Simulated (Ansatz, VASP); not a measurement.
MgS in VASP and in Ansatz

```xyz
4
Lattice="4.0346 0.0000 0.0000 -2.0173 3.4941 0.0000 0.0000 0.0000 6.4323" Properties=species:S:1:pos:R:3 pbc="T T T"
S     2.0173    1.1647    5.6556
S     0.0000    2.3294    2.4394
Mg    0.0000    2.3294    6.4050
Mg    2.0173    1.1647    3.1888
```

The cell comes from a database or a generator and needn't be the stable form of this composition.

Alike in both runs: task relaxation of cell and atoms; functional revPBE; k mesh 6 × 6 × 3; occupations fermi-dirac, width 0.05 eV; no spin polarisation.

```csv
,VASP,Ansatz
version,VASP 6.6.1,Ansatz 0.2.0
potentials or method,"VASP PAW PBE potentials, release 64 (S, Mg)",Ansatz PAW
plane-wave cutoff (eV),600,420
valence electrons in the cell,16,32
```

VASP gave:

* gap on the k mesh at the Fermi level, each at its own relaxed structure (eV): 3.42
* relaxed volume (Å³/atom): 23.59
* relaxed cell length with the largest relative difference (Å): 6.514
* energy change over the relaxation (meV/atom): -6

**Question.** Which values does Ansatz return?

**Answer.** gap on the k mesh at the Fermi level, each at its own relaxed structure (eV): 3.44; relaxed volume (Å³/atom): 23.66; relaxed cell length with the largest relative difference (Å): 6.545; energy change over the relaxation (meV/atom): -7.

The two sets of potentials don't hold the same shells in valence.

Caveats: the PAW data sets were made with another functional, which shifts forces and pressure a little (VASP); odd divisions of the mesh miss points on the zone boundary, where band edges often lie, so the gap on the mesh can be too wide (Ansatz); the plane-wave basis is chosen anew once the cell has moved, so the energies of steps on either side of that aren't comparable (Ansatz); the PAW data sets come from PBE, with cores solved anew for the run's functional, which leaves a small shift of forces and pressure (Ansatz). A hybrid or GW would open this gap; revPBE tends to underestimate it.
